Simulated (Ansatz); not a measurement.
# Preparing Al2O3 (R-3c) as a host crystal, part 2 of 2

Before any defect goes in: Al2O3 (R-3c) at rest, and how it screens a charge.

Ansatz 0.2.0; plane-wave PAW DFT, PBEsol; relaxation of the host's cell and atoms; PAW set soft_1 (the session's first sound run).

So far. Step 3 (Dielectric tensors of the host): The principal values of the electronic dielectric tensor are 3.26, 3.29 and 3.29. The principal values of the static dielectric tensor are 9.66, 9.66 and 11.75.

## 4. Defect free supercell relaxed in its symmetry

This cell, the one that will hold the defects, is built from the relaxed host. Its coarser k-points can move the atoms a little, so it is relaxed from the symmetric sites, as the reference for the test of stability.

This step: plane-wave PAW DFT, PBEsol; relaxation of the defect-free supercell in its symmetry; PAW set soft_1 (Ansatz 0.2.0).

System of this step: Al2O3 (R-3c). The cell holds 80 atoms: 32 Al and 48 O. Cell: a = 10.278 Å, b = 10.278 Å, c = 10.278 Å, α = 55.3°, β = 55.3°, γ = 55.3°.

pristine.symmetric/input.yaml

```yaml
crystal:
  lattice:
    - [4.7733053288, 2.7558691165, 8.6752450671]
    - [-4.7733053288, 2.7558691165, 8.6752450671]
    - [0.0, -5.511738233, 8.6752450671]
  atoms:
    - { symbol: Al, position: [0.3239765988, 0.3239765988, 0.3239765988] }
    - { symbol: Al, position: [0.4260234012, 0.4260234012, 0.4260234012] }
    - { symbol: Al, position: [0.0739765988, 0.0739765988, 0.0739765988] }
    - { symbol: Al, position: [0.1760234012, 0.1760234012, 0.1760234012] }
    - { symbol: O, position: [0.2220841527, 0.0279158473, 0.375] }
    - { symbol: O, position: [0.4720841527, 0.125, 0.2779158473] }
    - { symbol: O, position: [0.0279158473, 0.375, 0.2220841527] }
    - { symbol: O, position: [0.375, 0.2220841527, 0.0279158473] }
    - { symbol: O, position: [0.125, 0.2779158473, 0.4720841527] }
    - { symbol: O, position: [0.2779158473, 0.4720841527, 0.125] }
    - { symbol: Al, position: [0.3239765988, 0.3239765988, 0.8239765989] }
    - { symbol: Al, position: [0.4260234012, 0.4260234012, 0.9260234012] }
    - { symbol: Al, position: [0.0739765988, 0.0739765988, 0.5739765988] }
    - { symbol: Al, position: [0.1760234012, 0.1760234012, 0.6760234012] }
    - { symbol: O, position: [0.2220841527, 0.0279158473, 0.875] }
    - { symbol: O, position: [0.4720841527, 0.125, 0.7779158473] }
    - { symbol: O, position: [0.0279158473, 0.375, 0.7220841527] }
    - { symbol: O, position: [0.375, 0.2220841527, 0.5279158473] }
    - { symbol: O, position: [0.125, 0.2779158473, 0.9720841527] }
    - { symbol: O, position: [0.2779158473, 0.4720841527, 0.625] }
    - { symbol: Al, position: [0.3239765988, 0.8239765989, 0.3239765988] }
    - { symbol: Al, position: [0.4260234012, 0.9260234012, 0.4260234012] }
    - { symbol: Al, position: [0.0739765988, 0.5739765988, 0.0739765988] }
    - { symbol: Al, position: [0.1760234012, 0.6760234012, 0.1760234012] }
    - { symbol: O, position: [0.2220841527, 0.5279158473, 0.375] }
    - { symbol: O, position: [0.4720841527, 0.625, 0.2779158473] }
    - { symbol: O, position: [0.0279158473, 0.875, 0.2220841527] }
    - { symbol: O, position: [0.375, 0.7220841527, 0.0279158473] }
    - { symbol: O, position: [0.125, 0.7779158473, 0.4720841527] }
    - { symbol: O, position: [0.2779158473, 0.9720841527, 0.125] }
    - { symbol: Al, position: [0.3239765988, 0.8239765989, 0.8239765989] }
    - { symbol: Al, position: [0.4260234012, 0.9260234012, 0.9260234012] }
    - { symbol: Al, position: [0.0739765988, 0.5739765988, 0.5739765988] }
    - { symbol: Al, position: [0.1760234012, 0.6760234012, 0.6760234012] }
    - { symbol: O, position: [0.2220841527, 0.5279158473, 0.875] }
    - { symbol: O, position: [0.4720841527, 0.625, 0.7779158473] }
    - { symbol: O, position: [0.0279158473, 0.875, 0.7220841527] }
    - { symbol: O, position: [0.375, 0.7220841527, 0.5279158473] }
    - { symbol: O, position: [0.125, 0.7779158473, 0.9720841527] }
    - { symbol: O, position: [0.2779158473, 0.9720841527, 0.625] }
    - { symbol: Al, position: [0.8239765989, 0.3239765988, 0.3239765988] }
    - { symbol: Al, position: [0.9260234012, 0.4260234012, 0.4260234012] }
    - { symbol: Al, position: [0.5739765988, 0.0739765988, 0.0739765988] }
    - { symbol: Al, position: [0.6760234012, 0.1760234012, 0.1760234012] }
    - { symbol: O, position: [0.7220841527, 0.0279158473, 0.375] }
    - { symbol: O, position: [0.9720841527, 0.125, 0.2779158473] }
    - { symbol: O, position: [0.5279158473, 0.375, 0.2220841527] }
    - { symbol: O, position: [0.875, 0.2220841527, 0.0279158473] }
    - { symbol: O, position: [0.625, 0.2779158473, 0.4720841527] }
    - { symbol: O, position: [0.7779158473, 0.4720841527, 0.125] }
    - { symbol: Al, position: [0.8239765989, 0.3239765988, 0.8239765989] }
    - { symbol: Al, position: [0.9260234012, 0.4260234012, 0.9260234012] }
    - { symbol: Al, position: [0.5739765988, 0.0739765988, 0.5739765988] }
    - { symbol: Al, position: [0.6760234012, 0.1760234012, 0.6760234012] }
    - { symbol: O, position: [0.7220841527, 0.0279158473, 0.875] }
    - { symbol: O, position: [0.9720841527, 0.125, 0.7779158473] }
    - { symbol: O, position: [0.5279158473, 0.375, 0.7220841527] }
    - { symbol: O, position: [0.875, 0.2220841527, 0.5279158473] }
    - { symbol: O, position: [0.625, 0.2779158473, 0.9720841527] }
    - { symbol: O, position: [0.7779158473, 0.4720841527, 0.625] }
    - { symbol: Al, position: [0.8239765989, 0.8239765989, 0.3239765988] }
    - { symbol: Al, position: [0.9260234012, 0.9260234012, 0.4260234012] }
    - { symbol: Al, position: [0.5739765988, 0.5739765988, 0.0739765988] }
    - { symbol: Al, position: [0.6760234012, 0.6760234012, 0.1760234012] }
    - { symbol: O, position: [0.7220841527, 0.5279158473, 0.375] }
    - { symbol: O, position: [0.9720841527, 0.625, 0.2779158473] }
    - { symbol: O, position: [0.5279158473, 0.875, 0.2220841527] }
    - { symbol: O, position: [0.875, 0.7220841527, 0.0279158473] }
    - { symbol: O, position: [0.625, 0.7779158473, 0.4720841527] }
    - { symbol: O, position: [0.7779158473, 0.9720841527, 0.125] }
    - { symbol: Al, position: [0.8239765989, 0.8239765989, 0.8239765989] }
    - { symbol: Al, position: [0.9260234012, 0.9260234012, 0.9260234012] }
    - { symbol: Al, position: [0.5739765988, 0.5739765988, 0.5739765988] }
    - { symbol: Al, position: [0.6760234012, 0.6760234012, 0.6760234012] }
    - { symbol: O, position: [0.7220841527, 0.5279158473, 0.875] }
    - { symbol: O, position: [0.9720841527, 0.625, 0.7779158473] }
    - { symbol: O, position: [0.5279158473, 0.875, 0.7220841527] }
    - { symbol: O, position: [0.875, 0.7220841527, 0.5279158473] }
    - { symbol: O, position: [0.625, 0.7779158473, 0.9720841527] }
    - { symbol: O, position: [0.7779158473, 0.9720841527, 0.625] }
basis:
  ecutwfc: 420
  xc_grid: 2
hamiltonian:
  xc: pbesol
  pseudopotentials: { kind: paw, azcp: { folder: soft_1 }, xc_functional: pbe }
kpoints:
  mp_grid: { grid: [1, 1, 1] }
scf:
  occupations: { method: fermi_dirac, width: 0.01 }
  max_iter: 100
  lower_state_search: "off"
output:
  forces: true
relax:
  f_tol: 0.015
  max_steps: 60
  escape_saddle: false
checkpoint:
  write: "../pristine.symmetric.run"
  compress: false
  write_wavefunctions: false
  write_every: 100000
```

Command:

```console
> ansatz run input.yaml --threads 32 --pin off --max-ram 84787MiB --backend cuda --events-out ev --progress --plain --runs-dir out --max-vram 78GiB
```

Numbers of over 12 decimals in the logs are rounded to 6 here.

What it wrote:

```text
[...]
device memory: the entry about to start is reckoned to put 3.0 GiB on a device that reports 165.1 GiB free (of which the cap on the GPU budget leaves the run 78.0 GiB)
GPU FFT provider: cuFFT
GPU libraries: cuBLAS 13.8.1, cuFFT 12.4.0, cuSOLVER 12.3.2
GPU matrix products: emulated (plane waves: as basis.precision tells), large ones in fixed point in workspaces of 1.00 GiB
Crystal: 80 atoms, lattice volume = 684.717 Å³
Basis set: ecut = 420 eV, 13355 PW (Γ), exchange–correlation on 144×144×144 points (8 copies of the dense FFT grid, shifted against one another)
Bands: 272, of which v1, the nominal top of the filled ones, is band 192 counted from 1 (191 counted from 0)
Symmetry: 96 space group operations
[...]
k-points: 1
[...]
GPU buffer pool allocated for 373248 grid points (all kernels)
GPU transforms: local potential and band sums: pruned to the plane-wave sphere, on 72×72×72
[...]
SCF iter   1: F=—  HF=-43856.643806 eV  |Δ(HF+E_count)|=         —  Δρ=1.18e-1  dr2=9.08e1  Hψ=1155
[...]
SCF iter   7: F=-43830.696223 eV  HF=-43830.696223 eV  |Δ(HF+E_count)|=   7.15e-6  Δρ=4.47e-6  dr2=9.70e-8  Hψ=699
SCF 1 converged in 7 iterations: F = -43830.696223 eV  dr2 = 9.70e-8
[...]
relax step   1: F+E_penalty+E_count = -43830.69622320 eV  Δ(F+E_penalty+E_count) = +0.000e0 eV  max|allowed force component| = 3.414e-2 eV/Å  Δτ_max = 0.0000 Å  (7 SCF iters, dr2 threshold 5.63e-6 eV, accepted)
[...]
relax step   2: F+E_penalty+E_count = -43830.69707940 eV  Δ(F+E_penalty+E_count) = -8.562e-4 eV  max|allowed force component| = 1.643e-2 eV/Å  Δτ_max = 0.0009 Å  (4 SCF iters, accepted)
SCF iter   1: F=—  HF=-43830.695810 eV  |Δ(HF+E_count)|=         —  Δρ=9.68e-5  dr2=7.68e-5  Hψ=515
[...]
SCF iter   4: F=-43830.697384 eV  HF=-43830.697384 eV  |Δ(HF+E_count)|=   2.27e-8  Δρ=2.34e-6  dr2=2.23e-8  Hψ=661
SCF 3 converged in 4 iterations: F = -43830.697384 eV  dr2 = 2.23e-8
relax step   3: F+E_penalty+E_count = -43830.69738367 eV  Δ(F+E_penalty+E_count) = -3.043e-4 eV  max|allowed force component| = 1.061e-2 eV/Å  Δτ_max = 0.0005 Å  (4 SCF iters, accepted)
SCF converged after 4 iterations
Free energy (F): -43830.697384 eV
[...]
Internal energy: -43830.697384 eV  (E = F + TS)
E sigma→0 (E₀):  -43830.697384 eV
Fermi energy:    10.533466 eV
[...]
--- Forces (eV/Å), atoms counted from 1 ---
  atom   1  Al    -0.00000000     0.00000000    -0.01060826
  atom   2  Al    -0.00000000    -0.00000000     0.01060826
  atom   3  Al     0.00000000     0.00000000    -0.01060826
  atom   4  Al     0.00000000    -0.00000000     0.01060826
  atom   5  O     -0.00341077     0.00000000    -0.00000000
  atom   6  O     -0.00170538    -0.00295381     0.00000000
  [... 74 more lines of this table ...]
  max |Σ_I F_I| component: 8.33e-17 eV/Å
--- Relaxed structure (3 steps of the walk, 3 accepted, 0 SCFs on fresh bases) ---
  F+E_penalty+E_count = -43830.69738367 eV   max|allowed force component| = 1.061e-2 eV/Å
  atoms:
    - { symbol: Al, position: [0.323984, 0.323984, 0.323984] }
    - { symbol: Al, position: [0.426016, 0.426016, 0.426016] }
    - { symbol: Al, position: [0.073984, 0.073984, 0.073984] }
    - { symbol: Al, position: [0.176016, 0.176016, 0.176016] }
    - { symbol: O, position: [0.221941, 0.028059, 0.375] }
    - { symbol: O, position: [0.471941, 0.125000, 0.278059] }
  [... 74 more lines of this table ...]
```

The job ended after 2 s (1 × NVIDIA GB200 with 32 threads of Arm Neoverse V2, shared host; peak memory 1.1 GiB; 6.6 s of CPU time).

Hardly anything moved in the relaxation; the energy changed by under 0.2 meV an atom.

## 5. Defect free supercell relaxed from displaced atoms

This step: plane-wave PAW DFT, PBEsol; relaxation of the defect-free supercell from random displacements, a test of the host's stability; PAW set soft_1 (Ansatz 0.2.0).

pristine.rattled/input.yaml, as its differences from pristine.symmetric/input.yaml of step 4:

```diff
@@ -102,6 +102,6 @@
   f_tol: 0.015
-  max_steps: 60
-  escape_saddle: false
+  max_steps: 120
+  random_displacement: { amplitude: 0.06, seed: 8051 }
 checkpoint:
-  write: "../pristine.symmetric.run"
+  write: "../pristine.rattled.run"
   compress: false
```

What it wrote:

```text
[...]
Crystal: 80 atoms, lattice volume = 684.717 Å³
Basis set: ecut = 420 eV, 13355 PW (Γ), exchange–correlation on 144×144×144 points (8 copies of the dense FFT grid, shifted against one another)
Bands: 272, of which v1, the nominal top of the filled ones, is band 192 counted from 1 (191 counted from 0)
Symmetry: 1 space group operations
k-points: 1
[...]
SCF iter   1: F=—  HF=-43854.729838 eV  |Δ(HF+E_count)|=         —  Δρ=1.19e-1  dr2=9.26e1  Hψ=1156
[...]
SCF iter   2: F=—  HF=-43829.768224 eV  |Δ(HF+E_count)|=    2.50e1  Δρ=4.18e-2  dr2=6.01e0  Hψ=511
[...]
SCF iter   9: F=-43828.197857 eV  HF=-43828.197857 eV  |Δ(HF+E_count)|=   1.68e-6  Δρ=4.71e-6  dr2=8.16e-8  Hψ=690
SCF 1 converged in 9 iterations: F = -43828.197857 eV  dr2 = 8.16e-8
[...]
relax step   1: F+E_penalty+E_count = -43828.19785740 eV  Δ(F+E_penalty+E_count) = +0.000e0 eV  max|allowed force component| = 1.909e0 eV/Å  Δτ_max = 0.0000 Å  (9 SCF iters, dr2 threshold 5.63e-6 eV, accepted)
[...]
relax step   2: F+E_penalty+E_count = -43829.72723977 eV  Δ(F+E_penalty+E_count) = -1.529e0 eV  max|allowed force component| = 1.196e0 eV/Å  Δτ_max = 0.0439 Å  (5 SCF iters, dr2 threshold 1.00e-4 eV, accepted)
relax step   3: F+E_penalty+E_count = -43830.69717509 eV  Δ(F+E_penalty+E_count) = -9.699e-1 eV  max|allowed force component| = 1.818e-2 eV/Å  Δτ_max = 0.0585 Å  (5 SCF iters, dr2 threshold 8.95e-5 eV, accepted)
relax step   4: F+E_penalty+E_count = -43830.69718543 eV  Δ(F+E_penalty+E_count) = -1.034e-5 eV  max|allowed force component| = 1.810e-2 eV/Å  Δτ_max = 0.0000 Å  (4 SCF iters, accepted)
[...]
SCF iter   1: F=—  HF=-43830.695850 eV  |Δ(HF+E_count)|=         —  Δρ=1.56e-4  dr2=1.38e-4  Hψ=516
[...]
SCF iter   2: F=—  HF=-43830.695813 eV  |Δ(HF+E_count)|=   3.64e-5  Δρ=8.12e-5  dr2=3.80e-5  Hψ=313
[...]
SCF iter   5: F=-43830.697492 eV  HF=-43830.697492 eV  |Δ(HF+E_count)|=   7.03e-9  Δρ=1.31e-6  dr2=8.41e-9  Hψ=681
SCF 5 converged in 5 iterations: F = -43830.697492 eV  dr2 = 8.41e-9
[...]
relax step   5: F+E_penalty+E_count = -43830.69749208 eV  Δ(F+E_penalty+E_count) = -3.067e-4 eV  max|allowed force component| = 5.650e-4 eV/Å  Δτ_max = 0.0018 Å  (5 SCF iters, accepted)
SCF converged after 5 iterations
Free energy (F): -43830.697492 eV
[...]
Internal energy: -43830.697492 eV  (E = F + TS)
E sigma→0 (E₀):  -43830.697492 eV
Fermi energy:    10.533701 eV
[...]
--- Forces (eV/Å), atoms counted from 1 ---
  atom   1  Al    -0.00027938    -0.00023500     0.00004450
  atom   2  Al    -0.00018582     0.00020048     0.00004819
  atom   3  Al     0.00025131    -0.00014974    -0.00001012
  atom   4  Al     0.00006060     0.00021304    -0.00013343
  atom   5  O     -0.00008938    -0.00012443     0.00005189
  atom   6  O     -0.00003960    -0.00006919     0.00014294
  [... 74 more lines of this table ...]
  max |Σ_I F_I| component: 7.26e-6 eV/Å
--- Relaxed structure (5 steps of the walk, 5 accepted, 0 SCFs on fresh bases) ---
  F+E_penalty+E_count = -43830.69749208 eV   max|allowed force component| = 5.650e-4 eV/Å
  atoms:
    - { symbol: Al, position: [0.324802, 0.323881, 0.323101] }
    - { symbol: Al, position: [0.426879, 0.425954, 0.425184] }
    - { symbol: Al, position: [0.074800, 0.073885, 0.073104] }
    - { symbol: Al, position: [0.176879, 0.175958, 0.175185] }
    - { symbol: O, position: [0.222772, 0.027988, 0.374144] }
    - { symbol: O, position: [0.472771, 0.124920, 0.277208] }
  [... 74 more lines of this table ...]
```

The job ended after 2.9 s (1 × NVIDIA GB200 with 32 threads; peak memory 1.1 GiB).

Relaxation path:

```tsv
step	energy less that of the first step (eV)	largest force component (eV/Å)
1	0.0000	1.9089
2	-1.5294	1.1965
3	-2.4993	0.0182
4	-2.4993	0.0181
5	-2.4996	0.0006
```

The relaxation ends 31 meV an atom lower than the displaced start, with a largest force component of 5.6e-4 eV/Å.

## 6. Host on a dense mesh

This step: plane-wave PAW DFT, PBEsol; single point of the defect-free host, a test of the k-point sampling; PAW set soft_1 (Ansatz 0.2.0).

System of this step: Al2O3 (R-3c). The structure is trigonal, space group R-3c (No. 167). Conventional cell: a = 4.773 Å, b = 4.773 Å, c = 13.013 Å, α = 90.00°, β = 90.00°, γ = 120.00°. Al has 6 O at 1.86 to 1.97 Å nearest. Nearest to O lie 4 Al at 1.86 to 1.97 Å. Farther neighbours and most contacts between anions are not listed.

dense/input.yaml

```yaml
crystal:
  lattice:
    - [2.3866526644, 1.3779345583, 4.3376225335]
    - [-2.3866526644, 1.3779345583, 4.3376225335]
    - [0.0, -2.7558691165, 4.3376225335]
  atoms:
    - { symbol: Al, position: [0.6479531977, 0.6479531977, 0.6479531977] }
    - { symbol: Al, position: [0.8520468023, 0.8520468023, 0.8520468023] }
    - { symbol: Al, position: [0.1479531977, 0.1479531977, 0.1479531977] }
    - { symbol: Al, position: [0.3520468023, 0.3520468023, 0.3520468023] }
    - { symbol: O, position: [0.4441683054, 0.0558316946, 0.75] }
    - { symbol: O, position: [0.9441683054, 0.25, 0.5558316946] }
    - { symbol: O, position: [0.0558316946, 0.75, 0.4441683054] }
    - { symbol: O, position: [0.75, 0.4441683054, 0.0558316946] }
    - { symbol: O, position: [0.25, 0.5558316946, 0.9441683054] }
    - { symbol: O, position: [0.5558316946, 0.9441683054, 0.25] }
basis:
  ecutwfc: 420
  xc_grid: 2
hamiltonian:
  xc: pbesol
  pseudopotentials: { kind: paw, azcp: { folder: soft_1 }, xc_functional: pbe }
kpoints:
  mp_grid: { grid: [7, 7, 7] }
scf:
  occupations: { method: fermi_dirac, width: 0.01 }
  max_iter: 100
  lower_state_search: "off"
checkpoint:
  write: "../dense.run"
  compress: false
  write_wavefunctions: false
  write_every: 100000
```

Command:

```console
> ansatz run input.yaml --threads 32 --pin off --max-ram 84787MiB --backend cpu --events-out ev --progress --plain --runs-dir out
```

What it wrote:

```text
[...]
Crystal: 10 atoms, lattice volume = 85.590 Å³
Basis set: ecut = 420 eV, 1653 PW (Γ), exchange–correlation on 72×72×72 points (8 copies of the dense FFT grid, shifted against one another)
Bands: 34, of which v1, the nominal top of the filled ones, is band 24 counted from 1 (23 counted from 0)
Symmetry: 12 space group operations
[...]
k-points: 44 of 343
[...]
SCF iter   1: F=—  HF=-5482.115158 eV  |Δ(HF+E_count)|=         —  Δρ=1.18e-1  dr2=1.13e1  Hψ=7317
[...]
SCF iter   7: F=-5478.895609 eV  HF=-5478.895609 eV  |Δ(HF+E_count)|=   7.93e-7  Δρ=4.66e-6  dr2=1.38e-8  Hψ=3417
SCF 1 converged in 7 iterations: F = -5478.895609 eV  dr2 = 1.38e-8
[...]
SCF converged after 7 iterations
Free energy (F): -5478.895609 eV
[...]
Internal energy: -5478.895609 eV  (E = F + TS)
E sigma→0 (E₀):  -5478.895609 eV
Fermi energy:    10.526876 eV
[...]
```

Run time: 0.54 s. Hardware: 32 threads; peak memory 0.49 GiB.

## 7. Defect free supercell at the zone centre

The supercell is run at the zone centre, to see how far that sampling misses the dense mesh.

System of this step: Al2O3 (R-3c). The cell holds 80 atoms: 32 Al and 48 O. Cell: a = 10.278 Å, b = 10.278 Å, c = 10.278 Å, α = 55.3°, β = 55.3°, γ = 55.3°.

pristine.sampling_gamma/input.yaml, as its differences from pristine.rattled/input.yaml of step 5:

```diff
@@ -98,10 +98,4 @@
   lower_state_search: "off"
-output:
-  forces: true
-relax:
-  f_tol: 0.015
-  max_steps: 120
-  random_displacement: { amplitude: 0.06, seed: 8051 }
 checkpoint:
-  write: "../pristine.rattled.run"
+  write: "../pristine.sampling_gamma.run"
   compress: false
```

Command:

```console
> ansatz run input.yaml --threads 32 --pin off --max-ram 84787MiB --backend cuda --events-out ev --progress --plain --runs-dir out --max-vram 78GiB
```

What it wrote:

```text
[...]
GPU FFT provider: cuFFT
GPU libraries: cuBLAS 13.8.1, cuFFT 12.4.0, cuSOLVER 12.3.2
[...]
Crystal: 80 atoms, lattice volume = 684.717 Å³
Basis set: ecut = 420 eV, 13355 PW (Γ), exchange–correlation on 144×144×144 points (8 copies of the dense FFT grid, shifted against one another)
Bands: 272, of which v1, the nominal top of the filled ones, is band 192 counted from 1 (191 counted from 0)
Symmetry: 96 space group operations
[...]
k-points: 1
[...]
GPU buffer pool allocated for 373248 grid points (all kernels)
[...]
SCF iter   1: F=—  HF=-43856.643805 eV  |Δ(HF+E_count)|=         —  Δρ=1.18e-1  dr2=9.08e1  Hψ=1155
[...]
SCF iter   8: F=-43830.696223 eV  HF=-43830.696223 eV  |Δ(HF+E_count)|=   3.50e-8  Δρ=5.09e-7  dr2=1.26e-9  Hψ=680
SCF 1 converged in 8 iterations: F = -43830.696223 eV  dr2 = 1.26e-9
[...]
SCF converged after 8 iterations
Free energy (F): -43830.696223 eV
[...]
Internal energy: -43830.696223 eV  (E = F + TS)
E sigma→0 (E₀):  -43830.696223 eV
Fermi energy:    10.530725 eV
[...]
```

Elapsed: 1.2 s, on 1 × NVIDIA GB200 with 32 threads; peak memory 1.1 GiB.

## 8. Summary of results

| Quantity | Value |
| --- | --- |
| primitive cell vectors, lengths | 5.139, 5.139, 5.139 Å |
| electronic dielectric constant | principal values (3.26, 3.29, 3.29) |
| static dielectric constant | principal values (9.66, 9.66, 11.75) |
| gap on the k-mesh of the response run (PBEsol) | 6.04 eV |
| supercell relaxed in its symmetry less the displaced and relaxed one | 0.000 eV |
| energy an atom at the zone centre alone less that on the dense mesh | 0.006 eV |

Step 5: The energy fell by 2.500 eV from the randomly displaced start; the atoms end within 0.005 Å of the sites as typed, once the mean shift is taken out. The displaced cell ends within 0.01 eV of the symmetric one relaxed in its symmetry, so no lower structure shows in this supercell. The k-mesh can miss the band edges, so this gap is an upper bound at this level. All at zero temperature.

[Logs are printed without paths, hosts, clocks, repeated set-up lines and the standing remarks that a program may print on its own settings, such as how far it seeks lower states.]

[Hosts, paths, dates, database ids (printed as entryN), source tags and the programs' standing remarks are cut or masked in the printed files.]

[Runs of the host that timed out are not shown.]

[For some hosts the program warned that the k-mesh of the response run may be too coarse for force constants and the static dielectric constant; such warnings are not always shown.]
